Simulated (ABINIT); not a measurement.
Runs of ABINIT 10.8.3 (patched build) on Li. It takes space group Im-3m (No. 229, cubic). Conventional cell: a = 3.509 Å, b = 3.509 Å, c = 3.509 Å, α = 90.00°, β = 90.00°, γ = 90.00°. Li (site symmetry m-3m) has 8 Li at 3.04 Å as nearest neighbours. 

```csv
task,level,potentials or basis,cell,k mesh,cutoff (eV),smearing,bands in the sums,broadening (eV),scissor shift (eV),tensor components,cell freedom (optcell),gap on the mesh (eV),pressure (GPa),relaxed volume (Å³/atom)
optical spectrum,PBEsol,PseudoDojo NC SR PBEsol v0.4.1 standard,as given,"14 × 14 × 14, with 2 shifts",898,cold (ABINIT) 0.136 eV,8,0.05,0,[11],-,-,-1.1,-
single point,PBE,PseudoDojo NC SR PBE v0.5 standard,as given,8 × 8 × 8,898,fermi-dirac 0.05 eV,-,-,-,-,-,none,-1.0,-
optical spectrum,PBEsol,PseudoDojo NC SR PBEsol v0.4.1 standard,as given,"14 × 14 × 14, with 2 shifts",898,methfessel-paxton 0.2 eV,10,0.1,0,[11],-,-,-1.1,-
relaxation of cell and atoms,PBE,PseudoDojo NC SR PBE v0.4 stringent,relaxed,8 × 8 × 8,1306,fermi-dirac 0.05 eV,-,-,-,-,2,none,0.0,20.34
relaxation of cell and atoms,PBEsol,PseudoDojo NC SR PBEsol v0.4.1 standard,relaxed,8 × 8 × 8,1007,fermi-dirac 0.05 eV,-,-,-,-,2,none,0.0,20.33
phonons at a zone-boundary q,PBE,PseudoDojo NC SR PBE v0.5 standard,as given,12 × 12 × 12,898,cold (ABINIT) 0.1 eV,-,-,-,-,-,none,-1.0,-
positron lifetime,PBE,JTH PAW PBE v2.0,as given,8 × 8 × 8,354,cold (ABINIT) 0.2 eV,-,-,-,-,-,none,-1.2,-
relaxation of cell and atoms,PBE,PseudoDojo NC SR PBE v0.4.1 standard,relaxed,8 × 8 × 8,1007,fermi-dirac 0.05 eV,-,-,-,-,2,none,0.0,(a)
```

Alike in all rows: no spin polarisation.

Problem. Estimate the missing entries.

Solution. (a) 20.36.

Caveats: the intraband (Drude) term is left out (some runs); spectra need much finer meshes, so this one isn't converged (some runs); some modes are imaginary (some runs); the PAW basis is incomplete for the positron (some runs).

A k mesh can miss the band edges.

A gap of «none» marks a metal or a gap under the smearing width.

Not every run made on this cell is shown here.
